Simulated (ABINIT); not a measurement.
An input for ABINIT 10.8.3 (BaO (Fm-3m)):

```
acell 3*1.0 Angstrom
rprim 
  -0.000000000000 2.750000000000 2.750000000000
  2.750000000000 -0.000000000000 2.750000000000
  2.750000000000 2.750000000000 -0.000000000000
ntypat 2
znucl 56 8
natom 2
typat 1 2
xred 
  0.000000000000 0.000000000000 0.000000000000
  0.500000000000 0.500000000000 0.500000000000
pp_dirpath "pseudos"
pseudos "Ba.upf, O.upf"
ecut 36
nspinor 2
iscf -2
irdden 1
kptopt 0
nkpt 26
kpt 
  0.00000000 0.00000000 0.00000000
  0.12500000 0.00000000 0.12500000
  0.25000000 0.00000000 0.25000000
  0.37500000 0.00000000 0.37500000
  0.50000000 0.00000000 0.50000000
  0.53125000 0.06250000 0.53125000
  0.56250000 0.12500000 0.56250000
  0.59375000 0.18750000 0.59375000
  0.62500000 0.25000000 0.62500000
  0.37500000 0.37500000 0.75000000
  0.28125000 0.28125000 0.56250000
  0.18750000 0.18750000 0.37500000
  0.09375000 0.09375000 0.18750000
  0.00000000 0.00000000 0.00000000
  0.12500000 0.12500000 0.12500000
  0.25000000 0.25000000 0.25000000
  0.37500000 0.37500000 0.37500000
  0.50000000 0.50000000 0.50000000
  0.50000000 0.43750000 0.56250000
  0.50000000 0.37500000 0.62500000
  0.50000000 0.31250000 0.68750000
  0.50000000 0.25000000 0.75000000
  0.50000000 0.18750000 0.68750000
  0.50000000 0.12500000 0.62500000
  0.50000000 0.06250000 0.56250000
  0.50000000 0.00000000 0.50000000
istwfk *1
nband 32
nbdbuf 6
tolwfr 1e-08
nstep 40
prtwf 0
prtvol 0
indata_prefix "in"
outdata_prefix "out"
tmpdata_prefix "tmp"
```

The database entry behind the starting cell differs from later determinations by our own check (about 0.7 % short), so it need not match the best structure at ambient conditions.

```sh
OMP_NUM_THREADS=1 mpirun -n 4 abinit run.abi > log
```

Question: Estimate wall time and host memory on 4 MPI ranks of Arm Neoverse V2, shared host.

It took 21 s; on shared hardware allow 11 s to 42 s. Peak host memory was 0.33 GiB.

[Paths, hosts, dates, memory and timing lines, banners, echoed tables and standing remarks are left out of the program output.]

[Logs are printed without paths, hosts, clocks, repeated set-up lines and the standing remarks that a program may print on its own settings, such as how far it seeks lower states.]

[Runs of the session that timed out or met a known fault of the program may be left out.]

[Hosts, paths, dates, database ids (printed as entryN), source tags and the programs' standing remarks are cut or masked in the printed files.]

[G0W0 gaps are taken among the corrected bands and points alone; a level outside them can change the order at an edge.]

[Where Ansatz stands beside ABINIT at settings called matched, ABINIT's density can come from a denser mesh and the files from another edition; pairs whose starting gaps differed by over 0.03 eV were left out, so agreement reads better than it is.]
